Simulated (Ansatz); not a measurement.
**Germanium, bcc under r²SCAN: structure, energy and stiffness**

What does r²SCAN give for germanium in the bcc structure? We relax it, solve it on a dense k-mesh, switch on spin-orbit coupling, then scale the cell to 7 volumes from 88 to 112 % of the relaxed one and try a fit of the equation of state. The k-meshes are 13×13×13 for the relaxation; 22×22×22 for the dense run; 13×13×13 for spin-orbit coupling; 15×15×15 for the volumes.

This is Ge in the bcc structure; at room conditions it is diamond.

Program: Ansatz 0.2.0. Level of theory: DFT r2SCAN, plane waves (500 eV) with PAW, scalar-relativistic; the PAW data stem from PBE, with regenerated cores. These are calculated values, not measurements.

### 1 The starting structure

The structure is cubic, space group Im-3m (No. 229). Conventional cell: a = 3.376 Å, b = 3.376 Å, c = 3.376 Å, α = 90.00°, β = 90.00°, γ = 90.00°. Ge (site symmetry m-3m) is surrounded by 8 Ge at 2.92 Å.

Coordinates:

```
CELL_PARAMETERS angstrom
-1.68799 1.68799 1.68799
1.68799 -1.68799 1.68799
1.68799 1.68799 -1.68799
ATOMIC_POSITIONS crystal
Ge 0.00000 0.00000 0.00000
```

### 2 Relaxation of the cell

The input, input.yaml:

```yaml
crystal:
  lattice:
    - [-1.6879910177, 1.6879910177, 1.6879910177]
    - [1.6879910177, -1.6879910177, 1.6879910177]
    - [1.6879910177, 1.6879910177, -1.6879910177]
  atoms:
    - { symbol: Ge, position: [0.0, 0.0, 0.0] }
hamiltonian:
  xc: r2scan
  pseudopotentials:
    kind: paw
    azcp:
      Ge: "pseudopotentials/Ge.paw.azcp"
basis:
  ecutwfc: 500
  fft_grid_basis: typed
kpoints:
  mp_grid: { grid: [13, 13, 13], shift: [0, 0, 0] }
magnetization:
  spin_polarized: false
scf:
  occupations: { method: fermi_dirac, width: 0.1 }
relax:
  max_steps: 60
  f_tol: 0.01
  cell: {}
output:
  write_density: true
  write_potential: true
  elf: true
  volumetric_format: npy
```

Run with:

```
ansatz run input.yaml --threads 1 --pin off --max-ram 3584MiB --backend cpu --events-out ev --progress --plain --runs-dir out
```

Output:

```text
Engine: ansatz 0.2.0, x86_64-unknown-linux-gnu
Pseudopotentials: kind: paw
Pseudopotential: Ge, paw, valence charge 14, recommended cutoff 500 eV (meta_gga), <dir>
Functional definition: r2SCAN
  parameter k0 = 0.174
  parameter k1 = 0.065
  parameter a1 = 4.9479
  exchange = r2scan_x(k0 = k0, k1 = k1, a1 = a1)
  correlation = r2scan_c
Crystal: 1 atoms, lattice volume = 19.238 Å³
Basis set: ecut = 500 eV, 459 PW (Γ), exchange–correlation on 96×96×96 points (64 copies of the dense FFT grid, shifted against one another)
Bands: 11, of which v1, the nominal top of the filled ones, is band 7 counted from 1 (6 counted from 0)
Symmetry: 48 space group operations
Space group: Im-3m (ITA 229), of the structure as read, at distance tolerance 2.7e-5 Å
k-points: 84 of 2197
Non-local potential: Ge, projectors of the file, l = 0: 2, l = 1: 2, l = 2: 3, l = 3: 1
PAW form: soft (Blöchl's): semilocal exchange-correlation on the pseudo side does not see the compensation charge
PAW frozen core: Ge, regenerated for the run's functional (the file was generated under x = pbe(κ = 0.804, μ = 0.2195149727645171), c = pbe(β = 0.06672455060314922))
PAW one-centre angular grid: Ge, 590 points (default); XC on 160 Gauss nodes
Initial density: superposition of atomic densities (neutral atoms: chi_scale 0, normalization atom), corrected by the library's trained network
Initial wavefunctions: pseudopotential atomic-orbital guess
Functional: x = r2scan, c = r2scan; τ floored in thin density (d = 2e-4 eV/Å³)
SCF iter   1: F=—  HF=-4302.321195 eV  |F-HF|=—  |Δ(HF+E_count)|=         —  Δρ=6.58e-3  dr2=2.38e-3  dr2_τ=2.73e-4  ethr=1.77e-3  ⟨swp⟩=5.2  Hψ=5163  notcnv=0
preconditioner: auto → none  [metal: Δε(μ)=0.130 eV  Ē_g=28.164 eV  σ=0.100 eV  W_gap=0.30  n_scr=0 (ndim 8)  ℏωp=31.7 eV  f_vac=0.000  D(μ)=0.62/eV (n_scr^D=0)]
SCF iter   2: F=—  HF=-4302.327535 eV  |F-HF|=—  |Δ(HF+E_count)|=   6.34e-3  Δρ=1.81e-3  dr2=1.88e-4  dr2_τ=7.92e-6  ethr=1.70e-5  ⟨swp⟩=2.0  Hψ=2508  notcnv=0  defer=12
SCF iter   3: F=—  HF=-4302.327941 eV  |F-HF|=—  |Δ(HF+E_count)|=   4.06e-4  Δρ=1.11e-3  dr2=6.88e-5  dr2_τ=2.19e-6  ethr=1.34e-6  ⟨swp⟩=2.6  Hψ=1337  notcnv=0  defer=12
SCF iter   4: F=—  HF=-4302.328128 eV  |F-HF|=—  |Δ(HF+E_count)|=   1.87e-4  Δρ=7.14e-5  dr2=4.03e-7  dr2_τ=1.18e-8  ethr=4.91e-7  ⟨swp⟩=2.0  Hψ=1097  notcnv=0  defer=12
iter 5 did not close the SCF: its close was put off for the readings that it lacked (scf_convergence_deferred on its scf_iter line)
SCF iter   5: F=-4302.328129 eV  HF=-4302.328129 eV  |F-HF|=1.42e-7  |Δ(HF+E_count)|=   4.67e-7  Δρ=1.67e-5  dr2=3.89e-8  dr2_τ=3.58e-10  ethr=2.88e-9  ⟨swp⟩=2.0  Hψ=1405  notcnv=0  defer=12
SCF iter   6: F=-4302.328129 eV  HF=-4302.328129 eV  |F-HF|=3.08e-9  |Δ(HF+E_count)|=   1.86e-7  Δρ=1.83e-6  dr2=4.68e-10  dr2_τ=1.38e-11  ethr=2.78e-10  ⟨swp⟩=4.9  Hψ=4362  notcnv=0
SCF 1 converged in 6 iterations: F = -4302.328129 eV  dr2 = 4.68e-10
relax step   1: F+E_penalty+E_count = -4302.32812876 eV  Δ(F+E_penalty+E_count) = +0.000e0 eV  max|allowed force component| = 0.000e0 eV/Å  Δτ_max = 0.0000 Å  P = -1.662 GPa  Ω = 19.238 Å³  (6 SCF iters, dr2 threshold 1.00e-7 eV, accepted)
Crystal: 1 atoms, lattice volume = 18.609 Å³
Initial density: handed on by an earlier stage of this run
Initial wavefunctions: those handed on with the density
iter 1 solved again at ethr=2.45e-7 eV; its pass at ethr=3.10e-3 eV (dr2=3.44e-5 eV) is discarded
SCF iter   1: F=—  HF=-4302.325603 eV  |F-HF|=—  |Δ(HF+E_count)|=         —  Δρ=6.22e-4  dr2=3.51e-5  dr2_τ=9.71e-4  ethr=2.45e-7  ⟨swp⟩=2.4  Hψ=7359  notcnv=0
preconditioner: auto → none  [metal: Δε(μ)=0.025 eV  Ē_g=28.243 eV  σ=0.100 eV  W_gap=0.06  n_scr=0 (ndim 8)  ℏωp=32.2 eV  f_vac=0.000  D(μ)=0.64/eV (n_scr^D=0)]
SCF iter   2: F=—  HF=-4302.330670 eV  |F-HF|=—  |Δ(HF+E_count)|=   5.07e-3  Δρ=4.12e-4  dr2=1.53e-5  dr2_τ=2.35e-7  ethr=2.45e-7  ⟨swp⟩=2.4  Hψ=1586  notcnv=0
SCF iter   3: F=—  HF=-4302.330703 eV  |F-HF|=—  |Δ(HF+E_count)|=   3.31e-5  Δρ=2.06e-4  dr2=3.38e-6  dr2_τ=6.22e-8  ethr=1.09e-7  ⟨swp⟩=2.0  Hψ=1382  notcnv=0
SCF iter   4: F=—  HF=-4302.330711 eV  |F-HF|=—  |Δ(HF+E_count)|=   8.06e-6  Δρ=5.33e-5  dr2=3.19e-7  dr2_τ=5.64e-9  ethr=2.42e-8  ⟨swp⟩=2.0  Hψ=1518  notcnv=0
SCF iter   5: F=-4302.330711 eV  HF=-4302.330711 eV  |F-HF|=1.45e-7  |Δ(HF+E_count)|=   1.17e-7  Δρ=1.93e-5  dr2=4.44e-8  dr2_τ=6.47e-10  ethr=7.14e-10  ⟨swp⟩=6.9  Hψ=4755  notcnv=0
SCF 2 converged in 5 iterations: F = -4302.330711 eV  dr2 = 4.44e-8
relax step   2: F+E_penalty+E_count = -4302.33071090 eV  Δ(F+E_penalty+E_count) = -2.582e-3 eV  max|allowed force component| = 0.000e0 eV/Å  Δτ_max = 0.0000 Å  P = +0.535 GPa  Ω = 18.609 Å³  energy of the carried Pulay correction = +2.293e-4 eV  (5 SCF iters, dr2 threshold 1.00e-7 eV, accepted)
Crystal: 1 atoms, lattice volume = 18.758 Å³
iter 1 solved again at ethr=1.59e-8 eV; its pass at ethr=3.10e-3 eV (dr2=2.22e-6 eV) is discarded
SCF iter   1: F=—  HF=-4302.330549 eV  |F-HF|=—  |Δ(HF+E_count)|=         —  Δρ=1.68e-4  dr2=2.80e-6  dr2_τ=5.75e-5  ethr=1.59e-8  ⟨swp⟩=2.0  Hψ=6856  notcnv=0
preconditioner: auto → none  [metal: Δε(μ)=0.028 eV  Ē_g=28.178 eV  σ=0.100 eV  W_gap=0.07  n_scr=0 (ndim 8)  ℏωp=32.1 eV  f_vac=0.000  D(μ)=0.64/eV (n_scr^D=0)]
SCF iter   2: F=—  HF=-4302.330888 eV  |F-HF|=—  |Δ(HF+E_count)|=   3.40e-4  Δρ=8.78e-5  dr2=7.05e-7  dr2_τ=9.29e-9  ethr=1.59e-8  ⟨swp⟩=2.2  Hψ=1549  notcnv=0
SCF iter   3: F=—  HF=-4302.330890 eV  |F-HF|=—  |Δ(HF+E_count)|=   1.20e-6  Δρ=4.91e-5  dr2=1.85e-7  dr2_τ=3.84e-9  ethr=5.03e-9  ⟨swp⟩=2.1  Hψ=1395  notcnv=0
SCF iter   4: F=-4302.330890 eV  HF=-4302.330890 eV  |F-HF|=1.49e-8  |Δ(HF+E_count)|=   4.04e-7  Δρ=1.01e-5  dr2=1.23e-8  dr2_τ=2.38e-10  ethr=7.14e-10  ⟨swp⟩=7.0  Hψ=4435  notcnv=0
SCF 3 converged in 4 iterations: F = -4302.330890 eV  dr2 = 1.23e-8
relax step   3: F+E_penalty+E_count = -4302.33089005 eV  Δ(F+E_penalty+E_count) = -1.791e-4 eV  max|allowed force component| = 0.000e0 eV/Å  Δτ_max = 0.0000 Å  P = -0.026 GPa  Ω = 18.758 Å³  energy of the carried Pulay correction = +1.742e-4 eV  (4 SCF iters, dr2 threshold 1.00e-7 eV, accepted)
Initial wavefunctions: pseudopotential atomic-orbital guess (no wavefunctions were taken with the density)
iter 1 solved again at ethr=8.72e-9 eV; its pass at ethr=3.10e-3 eV (dr2=1.22e-6 eV) is discarded
SCF iter   1: F=—  HF=-4302.330727 eV  |F-HF|=—  |Δ(HF+E_count)|=         —  Δρ=2.20e-5  dr2=1.31e-8  dr2_τ=9.36e-8  ethr=8.72e-9  ⟨swp⟩=3.0  Hψ=7479  notcnv=0
preconditioner: auto → none  [metal: Δε(μ)=0.028 eV  Ē_g=28.181 eV  σ=0.100 eV  W_gap=0.07  n_scr=0 (ndim 8)  ℏωp=32.1 eV  f_vac=0.000  D(μ)=0.64/eV (n_scr^D=0)]
SCF iter   2: F=—  HF=-4302.330727 eV  |F-HF|=—  |Δ(HF+E_count)|=   5.00e-8  Δρ=1.85e-5  dr2=2.08e-8  dr2_τ=1.75e-9  ethr=9.32e-11  ⟨swp⟩=2.0  Hψ=1527  notcnv=0
SCF iter   3: F=—  HF=-4302.330727 eV  |F-HF|=—  |Δ(HF+E_count)|=   2.42e-8  Δρ=5.78e-6  dr2=1.46e-9  dr2_τ=2.95e-10  ethr=9.32e-11  ⟨swp⟩=3.0  Hψ=1541  notcnv=0
SCF iter   4: F=—  HF=-4302.330727 eV  |F-HF|=—  |Δ(HF+E_count)|=   4.93e-9  Δρ=6.59e-7  dr2=3.27e-11  dr2_τ=1.14e-12  ethr=1.04e-11  ⟨swp⟩=2.0  Hψ=1517  notcnv=0
SCF iter   5: F=-4302.330727 eV  HF=-4302.330727 eV  |F-HF|=1.82e-12  |Δ(HF+E_count)|=  5.46e-11  Δρ=4.93e-8  dr2=2.38e-13  dr2_τ=1.33e-14  ethr=1.00e-12  ⟨swp⟩=5.0  Hψ=3243  notcnv=0
SCF 4 converged in 5 iterations: F = -4302.330727 eV  dr2 = 2.38e-13
relax step   4: F+E_penalty+E_count = -4302.33072697 eV  Δ(F+E_penalty+E_count) = +1.631e-4 eV  max|allowed force component| = 0.000e0 eV/Å  Δτ_max = 0.0000 Å  P = -0.032 GPa  Ω = 18.758 Å³  stress off target by 3.20e-2 GPa  SCF on the basis re-selected at this cell (its energy is not comparable with the rows above)  (5 SCF iters)
basis re-selected at this cell: Δ(F+E_penalty+E_count) = +1.631e-4 eV, ΔP = -0.006 GPa vs the last step (what re-selecting the basis moved, of the pressure what is left beyond the Pulay correction that the steps carried, after the strain that the cell walked since its last selection, with what the two solves' SCF thresholds leave and, on support functions, any second-order correction that the steps lacked; it is no measure of the basis error at this ecutwfc). This SCF's stress stands 3.20e-2 GPa from its target on what of the cell is left free (relax.cell.stress_tol is 5.00e-2 GPa) and its largest allowed force component is 0.00e0 eV/Å (relax.f_tol is 1.00e-2 eV/Å): within both
SCF converged after 5 iterations
Free energy (F): -4302.330727 eV
Harris-Foulkes:  -4302.330727 eV  (|F-HF|=1.82e-12)
Internal energy: -4302.311230 eV  (E = F + TS)
E sigma→0 (E₀):  -4302.320979 eV
Entropy (-TS):   -0.019497 eV (-19.497 meV/atom)
Fermi energy:    11.058352 eV
--- Per-component energies (eV) ---
  E_band       = -121.271781
  E_kinetic    = 109.831417
  E_local      = -2123.257466  (includes V_loc(G=0)·N_el)
  E_nonlocal   = 416.398355
  E_hartree    = 929.053201
  E_xc         = -68.916666
  E_vxc        = -67.987362  (∫ρ·V_xc dr)
  E_paw        = -2030.260426  (= ΣΔE_a)
  E_vpaw       = -318.393504  (= ΣTr[D̂ρ^β])
  E_aug_tail   = 0.000014  (compensation charges beyond the density's cutoff)
  E_vtau       = 4.030358  (kinetic-family band-sum trace: ∫τ·v_τ [+ j·A + Jᵃ·Aᵃ] dr)
  E_ewald      = -1534.073894
  E_core_change = -1.085766  (= ΣΔE_core)
  E_smearing   = -0.019497  (= −TS)
  E_closure    = 0.000000  (closes the sum)
  Σ components = -4302.330727   (vs F -4302.330727, Δ=0.00e0)
--- Forces (eV/Å), atoms counted from 1 ---
  atom   1  Ge    -0.00000000    -0.00000000     0.00000000
  max |Σ_I F_I| component: 5.75e-32 eV/Å
--- Stress (GPa, compression-positive) ---
       -0.032007      -0.000000       0.000000
       -0.000000      -0.032007       0.000000
        0.000000       0.000000      -0.032007
  P = ⅓ Tr σ = -0.0320 GPa (-0.320 kbar)
--- Band table (eV; the first three rows and the last of 84) ---
  k-point 0: bands = ["-14.3695", "-14.3695", "-14.3695", "-14.2745", "-14.2745", "-2.8068", "20.8047", "20.8047", "20.8047", "26.6191", "26.6191"]
  k-point 1: bands = ["-14.3715", "-14.3671", "-14.3611", "-14.2766", "-14.2748", "-2.6407", "19.5354", "20.1764", "20.6473", "25.6577", "25.8556"]
  k-point 2: bands = ["-14.3768", "-14.3611", "-14.3373", "-14.2818", "-14.2755", "-2.1422", "16.8152", "18.9414", "20.2091", "24.2656", "24.3469"]
  k-point 83: bands = ["-14.3873", "-14.3856", "-14.2349", "-14.2349", "-14.2342", "7.9928", "10.5898", "10.5898", "10.7067", "15.9274", "16.5049"]
--- Relaxed structure (3 steps of the walk, 3 accepted, 1 SCFs on fresh bases) ---
  F+E_penalty+E_count = -4302.33072697 eV   max|allowed force component| = 0.000e0 eV/Å   (the final SCF, on the basis selected at the relaxed cell)
  cell:  # Å, volume = 18.7583 Å³
    - [-1.6738306492900292, 1.6738306492900294, 1.6738306492900292]
    - [1.6738306492900292, -1.6738306492900294, 1.6738306492900292]
    - [1.6738306492900292, 1.6738306492900294, -1.6738306492900292]
  atoms:
    - { symbol: Ge, position: [0.0, 0.0, 0.0] }
```

Wall time 14 s (1 thread of Intel Xeon Platinum 8259CL at 2.50GHz (Skylake/Cascade Lake), shared host); peak memory 0.55 GiB.

The steps of the relaxation:

```csv
step,energy change (meV/atom),largest force (eV/Å),pressure (GPa),volume (Å³/atom)
1,0.00,0.0000,-1.66,19.238
2,-2.58,0.0000,0.53,18.609
3,-2.76,0.0000,-0.03,18.758
4,-2.60,0.0000,-0.03,18.758
```

Steps that repeat a cell are solved on a basis chosen anew, so their changes of energy are no gain of the relaxation.

The cell of the run, before and after:

|  | before | after | change |
| --- | --- | --- | --- |
| a (Å) | 2.924 | 2.899 | -0.8 % |
| b (Å) | 2.924 | 2.899 | -0.8 % |
| c (Å) | 2.924 | 2.899 | -0.8 % |
| volume (Å³/atom) | 19.238 | 18.758 | -2.5 % |
| shortest distance (Å) | 2.924 | 2.899 | -0.8 % |
| space group (spins left aside) | Im-3m | Im-3m | same |

### 3 Single point on a dense mesh

The input, input.yaml:

```yaml
crystal:
  lattice:
    - [-1.6738306493, 1.6738306493, 1.6738306493]
    - [1.6738306493, -1.6738306493, 1.6738306493]
    - [1.6738306493, 1.6738306493, -1.6738306493]
  atoms:
    - { symbol: Ge, position: [0.0, 0.0, 0.0] }
hamiltonian:
  xc: r2scan
  pseudopotentials:
    kind: paw
    azcp:
      Ge: "pseudopotentials/Ge.paw.azcp"
basis:
  ecutwfc: 500
  fft_grid_basis: typed
kpoints:
  mp_grid: { grid: [22, 22, 22], shift: [0, 0, 0] }
magnetization:
  spin_polarized: false
scf:
  occupations: { method: fermi_dirac, width: 0.1 }
```

Run with:

```
ansatz run input.yaml --threads 1 --pin off --max-ram 3584MiB --backend cpu --events-out ev --progress --plain --runs-dir out
```

Output, shortened:

```text
[...]
[... 3 set-up lines as earlier in the session ...]
[...]
Crystal: 1 atoms, lattice volume = 18.758 Å³
Basis set: ecut = 500 eV, 459 PW (Γ), exchange–correlation on 96×96×96 points (64 copies of the dense FFT grid, shifted against one another)
Bands: 11, of which v1, the nominal top of the filled ones, is band 7 counted from 1 (6 counted from 0)
[... 2 set-up lines as earlier in the session ...]
k-points: 328 of 10648
[...]
SCF iter   1: F=—  HF=-4302.325234 eV  |F-HF|=—  |Δ(HF+E_count)|=         —  Δρ=6.80e-3  dr2=2.39e-3  dr2_τ=3.43e-4  ethr=1.77e-3  ⟨swp⟩=5.1  Hψ=19988  notcnv=0
[...]
SCF iter   6: F=-4302.332773 eV  HF=-4302.332773 eV  |F-HF|=2.69e-9  |Δ(HF+E_count)|=   1.50e-7  Δρ=1.75e-6  dr2=4.12e-10  dr2_τ=1.22e-11  ethr=2.39e-10  ⟨swp⟩=1.0  Hψ=10790  notcnv=0
[...]
SCF converged after 6 iterations
Free energy (F): -4302.332773 eV
[...]
E sigma→0 (E₀):  -4302.325431 eV
Entropy (-TS):   -0.014682 eV (-14.682 meV/atom)
Fermi energy:    11.075497 eV
[...]
```

Run time: 9.7 s. Hardware: 1 thread of Intel Xeon Platinum 8259CL at 2.50GHz (Skylake/Cascade Lake), shared host; peak memory 0.57 GiB.

### 4 A two-component run at the same geometry

Changes to input.yaml since step 3:

```diff
@@ -10,3 +10,3 @@
   pseudopotentials:
-    kind: paw
+    kind: paw_fr
     azcp:
@@ -17,5 +17,6 @@
 kpoints:
-  mp_grid: { grid: [22, 22, 22], shift: [0, 0, 0] }
+  mp_grid: { grid: [13, 13, 13], shift: [0, 0, 0] }
 magnetization:
-  spin_polarized: false
+  noncollinear: true
+  spin_orbit: true
 scf:
```

Run with:

```
ansatz run input.yaml --threads 1 --pin off --max-ram 3584MiB --backend cpu --events-out ev --progress --plain --runs-dir out
```

Output, shortened:

```text
[...]
Pseudopotentials: kind: paw_fr
Pseudopotential: Ge, paw_fr, valence charge 14, recommended cutoff 500 eV (meta_gga), <dir>
[... 1 set-up line as earlier in the session ...]
[...]
non-collinear run that drives no moment, with spin-orbit: no starting moment large enough to seed its density (crystal.atoms[].spin), no starting occupations that ask for one, no magnetisation constraint and no magnetic field, so the semilocal B_xc is pinned to zero
Crystal: 1 atoms, lattice volume = 18.758 Å³
Basis set: ecut = 500 eV, 459 PW (Γ), exchange–correlation on 96×96×96 points (64 copies of the dense FFT grid, shifted against one another)
Bands: 22, of which v1, the nominal top of the filled ones, is band 14 counted from 1 (13 counted from 0)
Symmetry: 48 space group operations + 48 with time reversal
Magnetic group: BNS 229.141 (UNI 1643), of the structure as read, at distance tolerance 2.7e-5 Å
k-points: 84 of 2197
Projection manifold: j_resolved (fully-relativistic pseudo-atomic orbitals)
[...]
SCF iter   1: F=—  HF=-4299.585168 eV  |F-HF|=—  |Δ(HF+E_count)|=         —  Δρ=1.46e-2  dr2=2.37e-2  dr2_τ=9.27e-5  dr2_m=0.00e0 (ungated)  ethr=1.65e-4  |M|=0.00e0 ∫|m|=0.00e0 μB  |m|>n=0.0e0 m-floor=0.0e0 τ_xc=0.0e0  β_m=0.30  ⟨swp⟩=1.2  Hψ=7326  notcnv=0
[...]
SCF iter   6: F=-4299.598040 eV  HF=-4299.598040 eV  |F-HF|=1.14e-8  |Δ(HF+E_count)|=   3.16e-7  Δρ=6.80e-6  dr2=4.10e-9  dr2_τ=3.13e-11  dr2_m=0.00e0 (ungated)  ethr=7.14e-10  |M|=0.00e0 ∫|m|=0.00e0 μB  |m|>n=0.0e0 m-floor=0.0e0 τ_xc=0.0e0  ⟨swp⟩=1.0  Hψ=2394  notcnv=0
[...]
SCF converged after 6 iterations
Magnetization: |M| = 0.0000 μB,  M = (+0.0000, +0.0000, +0.0000) μB
Absolute magnetization: 0.0000 μB (∫|m|)
  site 0: m = (+0.0000, +0.0000, +0.0000) μB, |m| = 0.0000 μB  (R = 1.20 Å)
Free energy (F): -4299.598040 eV
[...]
E sigma→0 (E₀):  -4299.588255 eV
Entropy (-TS):   -0.019570 eV (-19.570 meV/atom)
Fermi energy:    11.055087 eV
[...]
```

Run time: 14 s. Hardware: 1 thread of Intel Xeon Platinum 8259CL at 2.50GHz (Skylake/Cascade Lake), shared host; peak memory 0.55 GiB.

Side by side:

|  | scalar-relativistic | with spin-orbit coupling |
| --- | --- | --- |
| k-mesh | 22×22×22 | 13×13×13 |
| gap on the mesh | none (levels filled in part) | none (levels filled in part) |

The meshes differ, so small differences between the columns need not come from spin-orbit coupling.

### 5 At 88 % of the relaxed volume

The input, input.yaml:

```yaml
crystal:
  lattice:
    - [-1.6040050821, 1.6040050821, 1.6040050821]
    - [1.6040050821, -1.6040050821, 1.6040050821]
    - [1.6040050821, 1.6040050821, -1.6040050821]
  atoms:
    - { symbol: Ge, position: [0.0, 0.0, 0.0] }
hamiltonian:
  xc: r2scan
  pseudopotentials:
    kind: paw
    azcp:
      Ge: "pseudopotentials/Ge.paw.azcp"
basis:
  ecutwfc: 500
  fft_grid_basis: typed
kpoints:
  mp_grid: { grid: [15, 15, 15], shift: [0, 0, 0] }
magnetization:
  spin_polarized: false
scf:
  occupations: { method: fermi_dirac, width: 0.1 }
  lower_state_search: "off"
output:
  stress: true
```

Run with:

```
ansatz run input.yaml --threads 1 --pin off --max-ram 3584MiB --backend cpu --events-out ev --progress --plain --runs-dir out
```

Output, shortened:

```text
[...]
[... 3 set-up lines as earlier in the session ...]
[...]
Crystal: 1 atoms, lattice volume = 16.507 Å³
Basis set: ecut = 500 eV, 429 PW (Γ), exchange–correlation on 96×96×96 points (64 copies of the dense FFT grid, shifted against one another)
Bands: 11, of which v1, the nominal top of the filled ones, is band 7 counted from 1 (6 counted from 0)
[... 1 set-up line as earlier in the session ...]
Space group: Im-3m (ITA 229), of the structure as read, at distance tolerance 2.5e-5 Å
k-points: 120 of 3375
[...]
SCF iter   1: F=-4302.262519 eV  HF=-4302.256617 eV  |F-HF|=5.90e-3  |Δ(HF+E_count)|=         —  Δρ=7.58e-3  dr2=2.65e-3  dr2_τ=1.04e-3  ethr=1.77e-3  ⟨swp⟩=5.0  Hψ=7162  notcnv=0
[...]
SCF iter   6: F=-4302.267750 eV  HF=-4302.267750 eV  |F-HF|=1.36e-9  |Δ(HF+E_count)|=   4.18e-8  Δρ=1.54e-6  dr2=2.98e-10  dr2_τ=8.69e-12  ethr=7.66e-11  ⟨swp⟩=2.0  Hψ=4161  notcnv=0
[...]
SCF converged after 6 iterations
Free energy (F): -4302.267750 eV
[...]
E sigma→0 (E₀):  -4302.261634 eV
Entropy (-TS):   -0.012231 eV (-12.231 meV/atom)
Fermi energy:    13.097325 eV
[...]
--- Stress (GPa, compression-positive) ---
       11.179117       0.000000      -0.000000
       -0.000000      11.179117      -0.000000
        0.000000       0.000000      11.179117
  P = ⅓ Tr σ = 11.1791 GPa (111.791 kbar)
```

Wall time 4.4 s (1 thread of Intel Xeon Platinum 8259CL at 2.50GHz (Skylake/Cascade Lake), shared host); peak memory 0.54 GiB.

(Part 1 of 2 ends here.)
